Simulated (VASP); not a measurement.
# Sb (P2_1/m) in VASP: settings compared, part 2 of 2

VASP 6.6.1.

## (4) Relaxation of cell and atoms, PBE

The input, INCAR:

```
PREC = Accurate
ENCUT = 600
EDIFF = 1E-7
ISMEAR = 0
SIGMA = 0.1
LREAL = F
LASPH = T
NELM = 60
ALGO = Normal
ISIF = 3
LWAVE = F
LCHARG = F
GGA = PE
IBRION = 2
NSW = 90
EDIFFG = -0.005
```

The input, KPOINTS:

```
Automatic mesh
0
Gamma
  14 10 10
```

The input, POSCAR:

```
Sb
1.0
    3.1224020000      0.0000000000      0.0000000000
    0.0000000000      4.3475180000      0.0000000000
   -0.0389150000      0.0000000000      4.4058520000
Sb
2
Direct
    0.9886110000      0.7500000000      0.7588340000
    0.0113890000      0.2500000000      0.2411660000
```

Potentials or basis: VASP PAW PBE potentials, release 64 (Sb).

Launch:

```sh
> cat potpaw_PBE.64/Sb/POTCAR > POTCAR
> mpirun -np 1 vasp_std > vasp.out
```

It took 13 min on 1 thread of Intel Xeon 6975P-C (Granite Rapids), shared host; peak memory 0.47 GiB.

The run converged. Its results:

| Quantity | Value |
| --- | --- |
| Free energy | -8.1913 eV |
| Relaxed volume | 30.03 Å³/atom |
| Relaxed cell | a = 3.109 Å, b = 4.394 Å, c = 4.396 Å, α = 90.00°, β = 89.97°, γ = 90.00° |
| Space group after relaxing (to 0.05 Å) | Pm-3m (No. 221) |
| Energy gained by relaxing | 3.8 meV/atom |
| Ionic steps | 24 |
| Pressure after relaxing | 0.0 GPa |
| Band gap on the k mesh | none (metal or under the smearing width) |

The path:
| step | energy change (eV) | largest force (eV/Å) | pressure (GPa) | volume (Å³) |
| --- | --- | --- | --- | --- |
| 1 | 0.0000 | 0.1149 | 0.39 | 59.81 |
| 2 | -0.0025 | 0.0899 | -0.23 | 60.44 |
| 3 | -0.0026 | 0.0912 | -0.20 | 60.41 |
| 4 | -0.0038 | 0.0838 | -0.09 | 60.24 |
| 5 | -0.0055 | 0.0473 | 0.32 | 59.75 |
| 6 | -0.0062 | 0.0363 | 0.25 | 59.81 |
| 7 | -0.0068 | 0.0215 | 0.07 | 59.98 |
| 8 | -0.0069 | 0.0202 | 0.10 | 59.95 |
| 9 | -0.0070 | 0.0199 | 0.04 | 60.02 |
| 10 | -0.0070 | 0.0196 | -0.08 | 60.15 |
| 11 | -0.0071 | 0.0187 | -0.06 | 60.13 |
| 12 | -0.0072 | 0.0172 | -0.02 | 60.09 |
| 13 | -0.0072 | 0.0148 | 0.06 | 60.00 |
| 14 | -0.0072 | 0.0162 | 0.00 | 60.06 |
| 15 | -0.0073 | 0.0152 | 0.01 | 60.06 |
| 16 | -0.0073 | 0.0122 | 0.01 | 60.06 |
| 17 | -0.0074 | 0.0058 | 0.02 | 60.05 |
| 18 | -0.0074 | 0.0053 | 0.02 | 60.05 |
| 19 | -0.0075 | 0.0038 | 0.01 | 60.06 |
| 20 | -0.0075 | 0.0008 | 0.00 | 60.07 |
| 21 | -0.0075 | 0.0052 | -0.03 | 60.10 |
| 22 | -0.0075 | 0.0017 | -0.01 | 60.08 |
| 23 | -0.0075 | 0.0014 | -0.01 | 60.08 |
| 24 | -0.0075 | 0.0007 | 0.01 | 60.06 |

Final structure:
```
Sb
1.0
     3.10941    0.00000    0.01438
     0.00000    4.39391    0.00000
    -0.01830    0.00000    4.39570
Sb
2
Direct
  0.00023 0.75000 0.75001
  0.99977 0.25000 0.24999
```

Levels at points of the mesh, in eV from the Fermi level:
```tsv
k point	band 1	band 2	band 3	band 4	band 5	band 6	band 7	band 8	band 9
(0.00, 0.00, 0.00)	-12.32	-7.38	-3.49	-3.49	2.22	3.26	3.27	3.27	6.93
(0.50, 0.00, 0.00)	-9.93	-5.51	-4.55	-1.60	-1.59	-1.58	4.85	4.86	4.86
(0.00, 0.50, 0.00)	-10.57	-10.57	-1.32	-1.32	-0.89	-0.89	4.91	4.91	8.06
(0.50, 0.50, 0.00)	-8.14	-8.14	-3.90	-3.90	0.64	0.64	1.52	1.52	5.62
(0.00, 0.00, 0.50)	-10.57	-10.57	-1.32	-1.32	-0.89	-0.89	4.91	4.91	8.05
(0.50, 0.00, 0.50)	-8.14	-8.14	-3.90	-3.90	0.65	0.65	1.52	1.52	5.62
(0.00, 0.50, 0.50)	-9.92	-9.92	-5.52	-5.52	5.24	5.24	5.26	5.26	9.00
(0.50, 0.50, 0.50)	-7.39	-7.39	-3.50	-3.50	-3.48	-3.48	2.23	2.23	7.27
```

Spin-orbit coupling is left out, which matters for the levels of Sb.

## (5) Relaxation of cell and atoms, PBE+D3(BJ)

INCAR, as its differences from that of step 4:

```diff
@@ -13,2 +13,3 @@
 GGA = PE
+IVDW = 12
 IBRION = 2
```

KPOINTS is that of step 4.

POSCAR is that of step 4.

Potentials or basis: VASP PAW PBE potentials, release 64 (Sb).

Launch:

```sh
> cat potpaw_PBE.64/Sb/POTCAR > POTCAR
> mpirun -np 1 vasp_std > vasp.out
```

OUTCAR:

```text
PREC = Accurate
   ENCUT = 600
   EDIFF = 1E-7
   ISMEAR = 0
   LREAL = F
   LASPH = T
   NELM = 60
   ISIF = 3
   GGA = PE
   IVDW = 12
   IBRION = 2
   NSW = 90
   EDIFFG = -0.005
 IVDW          = 12

 ion  position               nearest neighbor table
   1  0.989  0.750  0.759-   2 3.04   2 3.04   2 3.15   2 3.15
   2  0.011  0.250  0.241-   1 3.04   1 3.04   1 3.15   1 3.15

  LATTYP: Found a simple monoclinic cell.
 ALAT       =     3.1224020000
 B/A-ratio  =     1.3923633152
 C/A-ratio  =     1.4111007668
 COS(beta)  =    -0.0088322263

  Lattice vectors:

 A1 = (   3.1224020000,   0.0000000000,   0.0000000000)
 A2 = (   0.0000000000,   4.3475180000,   0.0000000000)
 A3 = (  -0.0389150000,   0.0000000000,   4.4058520000)

Analysis of symmetry for initial positions (statically):
=====================================================================
 Subroutine PRICEL returns:
 Original cell was already a primitive cell.

 Routine SETGRP: Setting up the symmetry group for a
 simple monoclinic supercell.

 Subroutine GETGRP returns: Found  4 space group operations
 (whereof  2 operations were pure point group operations)
 out of a pool of  4 trial point group operations.

The static configuration has the point symmetry S_2 .
 The point group associated with its full space group is C_2h.

Analysis of symmetry for dynamics (positions and initial velocities):
=====================================================================
 Subroutine PRICEL returns:
 Original cell was already a primitive cell.

 Routine SETGRP: Setting up the symmetry group for a
 simple monoclinic supercell.

 Subroutine GETGRP returns: Found  4 space group operations
 (whereof  2 operations were pure point group operations)
 out of a pool of  4 trial point group operations.

The dynamic configuration has the point symmetry S_2 .
 The point group associated with its full space group is C_2h.

 Subroutine INISYM returns: Found  4 space group operations
 (whereof  2 operations are pure point group operations),
 and found     1 'primitive' translations

----------------------------------------------------------------------------------------

                                     Primitive cell

  volume of cell :      59.8081

  direct lattice vectors                    reciprocal lattice vectors
     3.122402000  0.000000000  0.000000000     0.320266257  0.000000000  0.002828774
     0.000000000  4.347518000  0.000000000     0.000000000  0.230016299  0.000000000
    -0.038915000  0.000000000  4.405852000     0.000000000  0.000000000  0.226970856

  length of vectors
     3.122402000  4.347518000  4.406023856     0.320278749  0.230016299  0.226970856

  position of ions in fractional coordinates (direct lattice)
     0.988611000  0.750000000  0.758834000
     0.011389000  0.250000000  0.241166000

  ion indices of the primitive-cell ions
   primitive index   ion index
                 1           1
                 2           2

----------------------------------------------------------------------------------------

 KPOINTS: Automatic mesh

Automatic generation of k-mesh.
 Grid dimensions read from file:
 generate k-points for:   14   10   10

 Generating k-lattice:

  Cartesian coordinates                     Fractional coordinates (reciprocal lattice)
     0.022876161  0.000000000  0.000202055     0.071428571  0.000000000  0.000000000
     0.000000000  0.023001630  0.000000000     0.000000000  0.100000000  0.000000000
     0.000000000  0.000000000  0.022697086     0.000000000  0.000000000  0.100000000
[... 40 lines left out ...]
   number of dos      NEDOS =    301   number of ions     NIONS =      2
   total plane-waves  NPLWV =  36288
   dimension x,y,z NGX =    28 NGY =   36 NGZ =   36
   dimension x,y,z NGXF=    56 NGYF=   72 NGZF=   72
   ions per type =               2
   NGX,Y,Z   is equivalent  to a cutoff of  14.91, 13.77, 13.58 a.u.
   NGXF,Y,Z  is equivalent  to a cutoff of  29.82, 27.53, 27.17 a.u.
 SYSTEM =  unknown system
   PREC   = accura    normal or accurate (medium, high low for compatibility)
   ISTART =      0    job   : 0-new  1-cont  2-samecut
   ICHARG =      2    charge: 1-file 2-atom 10-const
   ISPIN  =      1    spin polarized calculation?
   LNONCOLLINEAR =      F non collinear calculations
   LSORBIT =      F    spin-orbit coupling
   LASPH  =      T    aspherical Exc in radial PAW
   ENCUT  =  600.0 eV  44.10 Ry    6.64 a.u.   6.24  8.68  8.80*2*pi/ulx,y,z
   NELM   =     60;   NELMIN=  2; NELMDL= -5     # of ELM steps
   EDIFF  = 0.1E-06   stopping-criterion for ELM
   LREAL  =      F    real-space projection
   EDIFFG = -.5E-02   stopping-criterion for IOM
   NSW    =     90    number of steps for IOM
   IBRION =      2    ionic relax: 0-MD 1-quasi-New 2-CG
   NFREE  =      1    steps in history (QN), initial steepest desc. (CG)
   ISIF   =      3    stress and relaxation
   ISYM   =      2    0-nonsym 1-usesym 2-fastsym
   POTIM  = 0.5000    time-step for ionic-motion
   TEBEG  =    0.0;   TEEND  =   0.0 temperature during run
   PSTRESS=    0.0 pullay stress
   NELECT =      10.0000    total number of electrons
   NUPDOWN=      -1.0000    fix difference up-down
   EMIN   =  10.00;   EMAX   =-10.00  energy-range for DOS
   EFERMI =   0.00;   METHOD = LEGACY
   ISMEAR =     0;   SIGMA  =   0.10  broadening in eV -4-tet -1-fermi 0-gaus
   EFERMI_NEDOS =   21; number of points for ismear=-14 and -15
   IALGO  =     38    algorithm
   IMIX   =      4    mixing-type and parameters
     AMIX     =   0.40;   BMIX     =  1.00
     AMIX_MAG =   1.60;   BMIX_MAG =  1.00
  volume/ion in A,a.u.               =      29.90       201.80
  Fermi-wavevector in a.u.,A,eV,Ry     =   0.901893  1.704330 11.067117  0.813410
  Thomas-Fermi vector in A             =   2.025029
   LORBIT       =      0    0 simple, 1 ext, 2 COOP (PROOUT), +10 PAW based schemes
   GGA     = PE    functional components
   LHFCALC =     F    Hartree Fock is set to
   AEXX    =    0.0000 exact exchange contribution
   IVDW    =    12    specifies the selected vdW correction
   LEPSILON=     F    determine dielectric tensor
   LRPA    =     F    only Hartree local field effects (RPA)
 conjugate gradient relaxation of ions
 non-spin polarized calculation
 Gauss-broadening in eV      SIGMA  =   0.10
  energy-cutoff  :      600.00
  volume of cell :       59.81
 maximum number of plane-waves:      2020
 NGX is ok and might be reduce to    28
   NGX = 13   NGY = 17   NGZ = 17

--------------------------------------- Ionic step        1  -------------------------------------------

 number of electron      10.0000000 magnetization

 Free energy of the ion-electron system (eV)
  ---------------------------------------------------
  ext. energy  EPLUGINS =         0.00000000
  ---------------------------------------------------
  free energy    TOTEN  =        -8.18376140 eV

  energy without entropy =       -8.17767548  energy(sigma->0) =       -8.18071844

------------------------ aborting loop because EDIFF is reached ----------------------------------------

 Edisp (eV)   -0.95466

 E8    (eV) :    -0.4452
[... 105 lines left out ...]
  FREE ENERGIE OF THE ION-ELECTRON SYSTEM (eV)
  ---------------------------------------------------
  free  energy   TOTEN  =        -9.1579692751 eV

  energy  without entropy=       -9.1520340659  energy(sigma->0) =       -9.15500167

[... ionic steps 4 to 19 ...]

--------------------------------------- Ionic step       20  -------------------------------------------

 number of electron      10.0000000 magnetization

------------------------ aborting loop because EDIFF is reached ----------------------------------------
[... 75 lines left out ...]
--------------------------------------- Ionic step       22  -------------------------------------------

 number of electron      10.0000000 magnetization

 Free energy of the ion-electron system (eV)
  ---------------------------------------------------
  ext. energy  EPLUGINS =         0.00000000
  ---------------------------------------------------
  free energy    TOTEN  =        -8.16776556 eV

  energy without entropy =       -8.16170554  energy(sigma->0) =       -8.16473555

 E-fermi :   7.6552     XC(G=0):  -9.7960

 val. band max:        7.6220117254   @ k =   0.3571   0.1000   0.2000
 cond. band min:       7.6613483544   @ k =   0.2143   0.1000   0.4000
 fundamental gap:      0.0393366291
 Fermi energy:         7.6552423327

 k-point     1 :       0.0000    0.0000    0.0000
  band No.  band energies     occupation
      1      -5.0530      2.00000
      2       0.2794      2.00000
      3       3.9316      2.00000
      4       3.9318      2.00000
      5       9.6798      0.00000
      6      10.9919      0.00000
      7      11.0308      0.00000
      8      11.0309      0.00000
      9      14.5988      0.00000
[... 265 lines left out ...]
 k-point    24 :       0.5000    0.2000   -0.0000
  band No.  band energies     occupation
      1      -2.1909      2.00000
      2       2.0513      2.00000
      3       2.0854      2.00000
      4       5.3999      2.00000
      5       6.3268      2.00000
      6       7.0072      2.00000
      7      11.5289      0.00000
      8      12.0478      0.00000
      9      12.1199      0.00000

 [... further k-points ...]

------------------------ aborting loop because EDIFF is reached ----------------------------------------

 Edisp (eV)   -0.99750

 E8    (eV) :    -0.4652
[... 25 lines left out ...]
  FREE ENERGIE OF THE ION-ELECTRON SYSTEM (eV)
  ---------------------------------------------------
  free  energy   TOTEN  =        -9.1652631316 eV

  energy  without entropy=       -9.1592031145  energy(sigma->0) =       -9.16223312

 reached required accuracy - stopping structural energy minimisation
```

Wall time 13 min (1 thread of Intel Xeon 6975P-C (Granite Rapids), shared host); peak memory 0.45 GiB.

Results:

```yaml
Free_energy: -9.1653 eV
Relaxed_volume: 28.66 Å³/atom
Relaxed_cell: a = 3.063 Å, b = 4.326 Å, c = 4.326 Å, α = 90.00°, β = 90.01°, γ = 90.00°
Space_group_after_relaxing_to_0.05_Å: Pm-3m (No. 221)
Energy_gained_by_relaxing: 13.4 meV/atom
Ionic_steps: 22
Pressure_after_relaxing: 0.0 GPa
Band_gap_on_the_k_mesh: none (metal or under the smearing width)
Dispersion_energy_per_atom: -0.499 eV
```

Step by step:
| step | energy change (eV) | largest force (eV/Å) | pressure (GPa) | volume (Å³) |
| --- | --- | --- | --- | --- |
| 1 | 0.0000 | 0.1176 | -2.25 | 59.81 |
| 2 | -0.0153 | 0.1952 | 1.34 | 56.25 |
| 3 | -0.0195 | 0.1740 | 0.11 | 57.33 |
| 4 | -0.0222 | 0.1357 | 0.10 | 57.29 |
| 5 | -0.0256 | 0.0327 | 0.16 | 57.17 |
| 6 | -0.0258 | 0.0203 | -0.22 | 57.51 |
| 7 | -0.0262 | 0.0233 | -0.04 | 57.35 |
| 8 | -0.0262 | 0.0232 | -0.05 | 57.36 |
| 9 | -0.0263 | 0.0206 | 0.01 | 57.30 |
| 10 | -0.0263 | 0.0192 | 0.07 | 57.25 |
| 11 | -0.0264 | 0.0188 | 0.05 | 57.27 |
| 12 | -0.0265 | 0.0191 | -0.03 | 57.34 |
| 13 | -0.0265 | 0.0195 | -0.04 | 57.37 |
| 14 | -0.0265 | 0.0193 | -0.05 | 57.37 |
| 15 | -0.0266 | 0.0196 | -0.06 | 57.38 |
| 16 | -0.0267 | 0.0235 | -0.07 | 57.39 |
| 17 | -0.0268 | 0.0192 | 0.03 | 57.30 |
| 18 | -0.0268 | 0.0184 | 0.05 | 57.28 |
| 19 | -0.0268 | 0.0117 | 0.03 | 57.30 |
| 20 | -0.0268 | 0.0016 | -0.01 | 57.34 |
| 21 | -0.0268 | 0.0020 | 0.01 | 57.31 |
| 22 | -0.0268 | 0.0018 | 0.00 | 57.32 |

Final structure:
```yaml
crystal:
  lattice:
    - [3.06312, 0.00000, 0.01327]
    - [0.00000, 4.32581, 0.00000]
    - [-0.01940, 0.00000, 4.32584]
  atoms:
    - { symbol: Sb, position: [0.99939, 0.75000, 0.75005] }
    - { symbol: Sb, position: [0.00061, 0.25000, 0.24995] }
```

Levels at points of the mesh, in eV from the Fermi level:
| k point | band 3 | band 4 | band 5 | band 6 | band 7 | band 8 |
| --- | --- | --- | --- | --- | --- | --- |
| (0.00, 0.00, 0.00) | -3.72 | -3.72 | 2.02 | 3.34 | 3.38 | 3.38 |
| (0.50, 0.00, 0.00) | -4.29 | -1.72 | -1.72 | -1.68 | 4.76 | 4.77 |
| (0.00, 0.50, 0.00) | -1.45 | -1.45 | -0.94 | -0.94 | 5.10 | 5.10 |
| (0.50, 0.50, 0.00) | -4.16 | -4.16 | 0.64 | 0.64 | 1.66 | 1.66 |
| (0.00, 0.00, 0.50) | -1.45 | -1.45 | -0.94 | -0.94 | 5.10 | 5.10 |
| (0.50, 0.00, 0.50) | -4.16 | -4.16 | 0.63 | 0.64 | 1.66 | 1.66 |
| (0.00, 0.50, 0.50) | -5.87 | -5.87 | 5.48 | 5.48 | 5.52 | 5.52 |
| (0.50, 0.50, 0.50) | -3.74 | -3.74 | -3.71 | -3.71 | 2.03 | 2.03 |

Caveat: pairwise dispersion overbinds metals, which lowers pressure and volume. Spin-orbit coupling is left out, which matters for the levels of Sb.

## (6) Overview

```tsv
level	potentials or basis	gap on the mesh (eV)	pressure (GPa)	relaxed volume (Å³/atom)
PBEsol	VASP PAW PBE potentials, release 64 (Sb)	none	0.0	28.73
LDA	VASP PAW LDA potentials, release 64 (Sb)	none	0.0	28.20
PBE	VASP PAW PBE potentials, release 64 (Sb)	none	0.0	30.03
PBE+D3(BJ)	VASP PAW PBE potentials, release 64 (Sb)	none	0.0	28.66
```

Alike in all rows: task relaxation of cell and atoms; no spin polarisation; cell relaxed; k mesh 14 × 10 × 10; cutoff (eV) 600; smearing gaussian 0.1 eV.

Caveats: the PAW data sets were made with another functional, which shifts forces and pressure a little (some runs); pairwise dispersion overbinds metals, which lowers pressure and volume (some runs).

Absolute energies hang on the potentials; compare differences alone.
